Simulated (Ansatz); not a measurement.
# InP: the cost of one run

Program: Ansatz 0.2.0. Level of theory: DFT PBEsol, scalar-relativistic, plane waves, PAW. These are calculated values, not measurements.

### Step 1. The structure to begin with

The structure is cubic, space group Fm-3m (No. 225). Conventional cell: a = 5.710 Å, b = 5.710 Å, c = 5.710 Å, α = 90.00°, β = 90.00°, γ = 90.00°. In (site symmetry m-3m) has 6 P at 2.85 Å as nearest neighbours. P (site symmetry m-3m) has 6 In at 2.85 to 2.86 Å as nearest neighbours.

Coordinates:

```cif
data_structure
_symmetry_space_group_name_H-M 'P 1'
_symmetry_Int_Tables_number 1
_cell_length_a 8.0752
_cell_length_b 8.0752
_cell_length_c 8.0752
_cell_angle_alpha 60.000
_cell_angle_beta 60.000
_cell_angle_gamma 60.000
_cell_volume 372.34
loop_
_atom_site_label
_atom_site_type_symbol
_atom_site_fract_x
_atom_site_fract_y
_atom_site_fract_z
_atom_site_occupancy
In1 In 0.50000 0.50000 0.00000 1
In2 In 0.00000 0.50000 0.00000 1
In3 In 0.50000 0.00000 0.00000 1
In4 In 0.00000 0.00000 0.00000 1
In5 In 0.50000 0.50000 0.50000 1
In6 In 0.00000 0.50000 0.50000 1
In7 In 0.50000 0.00000 0.50000 1
In8 In 0.00000 0.00000 0.50000 1
P1 P 0.75000 0.75000 0.25000 1
P2 P 0.25000 0.75000 0.25000 1
P3 P 0.75000 0.25000 0.25000 1
P4 P 0.25000 0.25000 0.25000 1
P5 P 0.75000 0.75000 0.75000 1
P6 P 0.25000 0.75000 0.75000 1
P7 P 0.75000 0.25000 0.75000 1
P8 P 0.25000 0.25000 0.75000 1
```

No relaxation comes first: the listed cell is the starting point.

### Step 2. The perfect supercell on the trajectory's mesh

The input, input.yaml:

```yaml
crystal:
  lattice:
    - [0.0, 5.71, -5.71]
    - [-5.71, 0.0, -5.71]
    - [-5.71, 5.71, 0.0]
  atoms:
    - { symbol: In, position: [0.5, 0.5, 0.0] }
    - { symbol: In, position: [0.0, 0.5, 0.0] }
    - { symbol: In, position: [0.5, 0.0, 0.0] }
    - { symbol: In, position: [0.0, 0.0, 0.0] }
    - { symbol: In, position: [0.5, 0.5, 0.5] }
    - { symbol: In, position: [0.0, 0.5, 0.5] }
    - { symbol: In, position: [0.5, 0.0, 0.5] }
    - { symbol: In, position: [0.0, 0.0, 0.5] }
    - { symbol: P, position: [0.75, 0.75, 0.25] }
    - { symbol: P, position: [0.25, 0.75, 0.25] }
    - { symbol: P, position: [0.75, 0.25, 0.25] }
    - { symbol: P, position: [0.25, 0.25, 0.25] }
    - { symbol: P, position: [0.75, 0.75, 0.75] }
    - { symbol: P, position: [0.25, 0.75, 0.75] }
    - { symbol: P, position: [0.75, 0.25, 0.75] }
    - { symbol: P, position: [0.25, 0.25, 0.75] }
  symmetry: { detect: false }
basis:
  ecutwfc: 420
kpoints:
  mp_grid: { grid: [2, 2, 2], shift: [0.5, 0.5, 0.5] }
hamiltonian:
  xc: pbesol
scf:
  occupations: { method: gaussian, width: 0.1 }
output:
  forces: true
  stress: true
  eigenvalues: true
```

Launch:

```console
$ ansatz run input.yaml --threads 4 --pin off --max-ram 5120MiB --backend cpu --events-out ev --progress --plain --runs-dir out
```

What time and memory should one allow on 4 threads of Arm Neoverse N1, shared host?

About 6.7 s, with a peak of 0.93 GiB.
